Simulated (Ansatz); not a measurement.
# ZnAu: a tetragonal deformation path

One table from this session's results is given with a row withheld; the runs are named, their logs left out.

Method: DFT PBE, scalar-relativistic, plane waves, PAW, in Ansatz 0.2.0.

## Starting point

It takes space group Pm-3m (No. 221, cubic). Conventional cell: a = 3.147 Å, b = 3.147 Å, c = 3.147 Å, α = 90.00°, β = 90.00°, γ = 90.00°. Zn (site symmetry m-3m) is surrounded by 8 Au at 2.73 Å. Au (site symmetry m-3m) has 8 Zn at 2.73 Å in its first shell of neighbours.

As a file:

```xyz
2
Lattice="3.1470 0.0000 0.0000 0.0000 3.1470 0.0000 0.0000 0.0000 3.1470" Properties=species:S:1:pos:R:3 pbc="T T T"
Zn    1.5735    1.5735    1.5735
Au    0.0000    0.0000    0.0000
```

The cell is taken as given, not relaxed at this level.

The first run:

The input, input.yaml:

```yaml
crystal:
  lattice:
    - [3.147, 0.0, 0.0]
    - [0.0, 3.147, 0.0]
    - [0.0, 0.0, 3.147]
  atoms:
    - { symbol: Zn, position: [0.5, 0.5, 0.5] }
    - { symbol: Au, position: [0.0, 0.0, 0.0] }
basis:
  ecutwfc: 420
kpoints:
  mp_grid: { grid: [16, 16, 16] }
hamiltonian:
  xc: pbe
scf:
  occupations: { method: gaussian, width: 0.15 }
output:
  forces: true
  stress: true
  eigenvalues: true
```

Command:

```bash
> ansatz run input.yaml --threads 1 --pin off --max-ram 2560MiB --backend cpu --events-out ev --progress --plain --runs-dir out
```

Steps of the session up to this table: The reference: the undisturbed cell on the scan's mesh; Point ρ = 0.707; At ρ = 1.414; ρ = 0.850; At ρ = 1.200; Point ρ = 0.780; At ρ = 1.300; ρ = 0.920; At ρ = 1.100; At ρ = 0.650; At ρ = 1.500; Point ρ = 0.960; Point ρ = 1.050.

One of the session's tables, all rows but one given; the rest of the session is left out.

It belongs to the step «The scan collected». 

| ρ | ΔE (meV/atom) | pressure (GPa) |
| --- | --- | --- |
| 0.650 | 542.0 | 28.5 |
| 0.707 | 224.1 | 16.3 |
| 0.780 | 67.8 | 8.7 |
| 0.850 | 19.7 | 6.0 |
| 0.920 | 3.7 | 5.1 |
| 0.960 | 0.9 | 4.9 |
| 1.000 | 0.0 | 4.8 |
| 1.050 | 1.3 | 4.9 |
| 1.100 | 3.5 | 4.9 |
| 1.200 | 10.3 | 5.1 |
| 1.300 | ? | ? |
| 1.414 | 50.2 | 6.0 |
| 1.500 | 79.3 | 6.8 |

Estimate the missing values for ρ = 1.300.

Worked estimate for «ΔE (meV/atom)». A straight line through the neighbours (1.200, 10.3) and (1.414, 50.2) gives 10.3 + (50.2 − 10.3) × (1.300 − 1.200) / (1.414 − 1.200) = 28.9; a parabola fitted to 4 rows on both sides gives 24.0.

**Answer.** ΔE (meV/atom): 25.0; pressure (GPa): 5.5. In «ΔE (meV/atom)» the line misses by +3.9 and the parabola by -1.0.
